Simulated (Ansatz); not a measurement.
**Crystal structures of copper under RPBE**

Computed with Ansatz 0.2.0, DFT, RPBE, plane waves (420 eV) with PAW, scalar-relativistic. (PAW data from PBE, frozen cores regenerated.)

Each structure is relaxed within its own symmetry, so a high-lying one may be dynamically unstable.

```
        structure  ΔE (meV/atom)  V (Å³/atom)                                    cell     magnetic state
              fcc              0        12.38                             a = 3.673 Å  spin not included
             dhcp              5        12.40  a = 2.599 Å, c = 8.484 Å (c/a = 3.265)  spin not included
              hcp              9        12.42  a = 2.597 Å, c = 4.252 Å (c/a = 1.637)  spin not included
              bcc             35        12.44                             a = 2.920 Å  spin not included
omega (AlB2-type)             75        12.63  a = 4.176 Å, c = 2.509 Å (c/a = 0.601)  spin not included
              A15             93        12.74                             a = 4.671 Å  spin not included
     simple cubic            447        14.51                             a = 2.439 Å  spin not included
          diamond            965        20.18                             a = 5.445 Å  spin not included
```

ΔE counts from fcc.

Differences under about 8 meV lie within the error of the k-point mesh.
